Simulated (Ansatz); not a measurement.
# TiSe2: how the settings move a single-point run

Aim: see which settings change the result for TiSe2, by how much, and at what cost.

Computed with Ansatz 0.2.0 (reference: DFT, PBEsol, plane waves, PAW, unless a step's input says otherwise).

1 further run of the same task is left out (it didn't finish).

## (1) Starting point

It takes space group P-3m1 (No. 164, trigonal). The conventional cell has a = 3.541 Å, b = 3.541 Å, c = 6.091 Å, α = 90.00°, β = 90.00°, γ = 120.00°. Ti (site symmetry -3m) has 6 Se at 2.55 Å as nearest neighbours. Se (site symmetry 3m) has 3 Ti at 2.55 Å as nearest neighbours.

Coordinates:

```cif
data_structure
_symmetry_space_group_name_H-M 'P-3m1'
_symmetry_Int_Tables_number 164
_cell_length_a 3.5408
_cell_length_b 3.5408
_cell_length_c 6.0906
_cell_angle_alpha 90.000
_cell_angle_beta 90.000
_cell_angle_gamma 120.000
_cell_volume 66.13
loop_
_atom_site_label
_atom_site_type_symbol
_atom_site_symmetry_multiplicity
_atom_site_Wyckoff_symbol
_atom_site_fract_x
_atom_site_fract_y
_atom_site_fract_z
_atom_site_occupancy
Ti1 Ti 1 a 0.00000 0.00000 0.00000 1
Se1 Se 2 d 0.33333 0.66667 0.24999 1
```

## (2) Baseline

Input file input.yaml:

```yaml
crystal:
  lattice:
    - [3.5407886257, 0.0, 0.0]
    - [-1.7703943128, 3.0664128993, 0.0]
    - [0.0, 0.0, 6.0906296745]
  atoms:
    - { symbol: Ti, position: [0.0, 0.0, 0.0] }
    - { symbol: Se, position: [0.3333333333, 0.6666666667, 0.249986742] }
    - { symbol: Se, position: [0.6666666667, 0.3333333333, 0.750013258] }
kpoints:
  mp_grid: { grid: [6, 6, 4] }
hamiltonian:
  xc: pbesol
scf:
  occupations: { method: fermi_dirac, width: 0.02 }
  n_extra_bands: 4
output:
  forces: true
  stress: true
  eigenvalues: true
```

Command:

```sh
ansatz run input.yaml --threads 4 --pin off --max-ram 3686MiB --backend cpu --events-out ev --progress --plain --runs-dir out
```

## (3) Changed: accuracy high

Changes to input.yaml since step 2:

```diff
@@ -20 +20,2 @@
   eigenvalues: true
+accuracy: high
```

Before running it: what results should come out? Wanted: for each run, ending; energy change; pressure; gap; force.

As calculated:

```
             run     ending  energy change  pressure (GPa)  gap (eV)  force (eV/Å)  cycles    time
       reference  converged              0            -2.1      0.00          0.04       6  0.73 s
1: accuracy high  converged   0.0 meV/atom            -2.1      0.00          0.04       9  0.94 s
```

Residual by cycle in the longest SCF loop of each run; runs are numbered as in the table. The quantity is the density residual dr2, in eV.

```
cycle  reference    run 1
    1     0.0159   0.0159
    2    0.00212  0.00201
    3     2.4e-4   2.4e-4
    4     2.7e-5   2.9e-5
    5     1.7e-6   1.4e-6
    6     5.7e-8   4.6e-8
    7          -   2.7e-8
    8          -  3.8e-10
    9          -  9.3e-12
```

What this shows: Changing the accuracy level leaves the energy as it was (0.0 meV/atom). The reference leaves spin out although Ti can carry a moment, so its state need not be the lowest.
